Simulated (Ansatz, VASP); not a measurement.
CdS in VASP and in Ansatz

```
Cd S
1.0
     4.12097    0.00000    0.00000
    -2.06049    3.56887    0.00000
     0.00000    0.00000    6.72643
Cd S
2 2
Direct
  0.33333 0.66667 0.00000
  0.66667 0.33333 0.50000
  0.33333 0.66667 0.38500
  0.66667 0.33333 0.88500
```

Change from the starting cell: volume scaled by 0.99.

Alike in both runs: task single point; functional PBE; k mesh 7 × 7 × 4; occupations fermi-dirac, width 0.01 eV; no spin polarisation.

```csv
,VASP,Ansatz
version,VASP 6.6.1,Ansatz 0.2.0
potentials or method,"VASP PAW PBE potentials, release 64 (Cd, S), cutoff 520 eV","all-electron LAPW, scalar-relativistic"
```

|  | VASP | Ansatz | Ansatz less VASP |
| --- | --- | --- | --- |
| gap on the k mesh at the Fermi level (eV) | 1.25 | 1.25 | -0.003 |
| pressure (GPa) | 3.6 | 3.2 | -0.33 |
| largest component of the traceless stress (GPa) | 1.65 | 1.60 | -0.050 |
| rms of the force components (eV/Å) | 0.161 | 0.157 | -0.0045 |

Atom by atom the forces differ by 0.005 eV/Å (rms over components). Ansatz ran all-electron here, so the differences hold the error of VASP's frozen core and of both bases.
